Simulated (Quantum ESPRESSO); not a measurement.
# Br under changes of volume

One of the cells (28.997 Å³/atom); the others are scaled copies at fixed shape and fractional positions:

```
Br
1.0
    -1.42349    1.42349    3.57752
     1.42349   -1.42349    3.57752
     1.42349    1.42349   -3.57752
Br
1
Direct
  0.00000 0.00000 0.00000
```

- Program: Quantum ESPRESSO 7.5
- Functional: PBE
- Potentials or basis: SSSP 1.3 efficiency PBE
- Cutoff: 748 eV
- Density cutoff: 5987 eV
- k mesh: 13 × 13 × 13
- Occupations: fermi-dirac, width 0.05 eV
- Spin: no spin polarisation

| volume (Å³/atom) | energy over the lowest point (meV/atom) | pressure (GPa) |
| --- | --- | --- |
| 27.257 | 35.09 | 4.3 |
| 27.837 | 21.62 | 3.2 |
| 28.417 | ? | ? |
| 28.997 | 5.10 | 1.4 |
| 29.577 | 1.28 | 0.7 |
| 30.157 | 0.00 | 0.0 |
| 30.737 | 0.96 | -0.5 |

Problem. What does the run at 28.417 Å³/atom give?

Solution. Energy over the lowest point 11.75 meV/atom; pressure 2.3 GPa.

Worked out: A Birch-Murnaghan fit of order 3 (a polynomial in V^(-2/3)) to the other rows has its minimum at 30.19 Å³/atom with B0 = V·E''(V) = 32 GPa and B' = 5.1 at fixed shape and positions, which overstates the stiffness. It gives 11.76 meV/atom at 28.417 Å³/atom, against the run's 11.75, and -dE/dV = 2.3 GPa, against 2.3.

Energies are extrapolated to zero smearing.

Caveats: an odd number of electrons without spin polarisation forces a metal; a magnetic or distorted state may lie lower.
